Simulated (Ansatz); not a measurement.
# Fe3Co: the cost of one run

Program: Ansatz 0.2.0. Level of theory: DFT PBE, scalar-relativistic, plane waves, PAW. These are calculated values, not measurements.

2 further runs of the same task are left out: 1 that didn't finish, 1 set aside as unsound or not needed.

## Step 1: Starting point

It takes space group P-6m2 (No. 187, hexagonal). Conventional cell: a = 2.509 Å, b = 2.509 Å, c = 8.154 Å, α = 90.00°, β = 90.00°, γ = 120.00°. Fe (site symmetry 3m) is surrounded by 9 Fe at 2.50 to 2.51 Å and 3 Co at 2.50 Å. Fe (site symmetry -6m2) is surrounded by 12 Fe at 2.50 to 2.51 Å. Co (site symmetry -6m2) is surrounded by 6 Fe at 2.50 Å and 6 Co at 2.51 Å.

Structure file:

```cif
data_structure
_symmetry_space_group_name_H-M 'P 1'
_symmetry_Int_Tables_number 1
_cell_length_a 2.5090
_cell_length_b 2.5090
_cell_length_c 8.1539
_cell_angle_alpha 90.000
_cell_angle_beta 90.000
_cell_angle_gamma 120.000
_cell_volume 44.45
loop_
_atom_site_label
_atom_site_type_symbol
_atom_site_fract_x
_atom_site_fract_y
_atom_site_fract_z
_atom_site_occupancy
Fe1 Fe 0.33333 0.66667 0.75000 1
Fe2 Fe 0.33333 0.66667 0.25000 1
Fe3 Fe 0.66667 0.33333 0.50000 1
Co1 Co 0.66667 0.33333 0.00000 1
```

The start is an ordering of an alloy on its end members' structure types: elements ordered on the sites of the Cr type, Co/Fe on Cr (P-6m2, No. 187).

## Step 2: The guess as it stands, on a coarse mesh

Input file input.yaml:

```yaml
crystal:
  lattice:
    - [2.50902057, 0.0, 0.0]
    - [-1.25451029, 2.17287555, 0.0]
    - [0.0, 0.0, 8.15385422]
  atoms:
    - { symbol: Fe, position: [0.33333333, 0.66666667, 0.75], spin: -4.0 }
    - { symbol: Fe, position: [0.33333333, 0.66666667, 0.25], spin: 4.0 }
    - { symbol: Fe, position: [0.66666667, 0.33333333, 0.5], spin: 4.0 }
    - { symbol: Co, position: [0.66666667, 0.33333333, 0.0], spin: -3.0 }
basis:
  ecutwfc: 420
kpoints:
  mp_grid: { grid: [6, 6, 2] }
hamiltonian:
  xc: pbe
scf:
  occupations: { method: gaussian, width: 0.1 }
  lower_state_search: "off"
output:
  forces: true
  stress: true
  eigenvalues: true
  populations: true
magnetization:
  spin_polarized: true
```

Launch:

```bash
ansatz run input.yaml --threads 4 --pin off --max-ram 8192MiB --backend cpu --events-out ev --progress --plain --runs-dir out
```

**Question.** How long does this run take on 4 threads of Arm Neoverse V2, shared host, and how much memory does it need?

About 6.1 s, with a peak of 0.36 GiB.
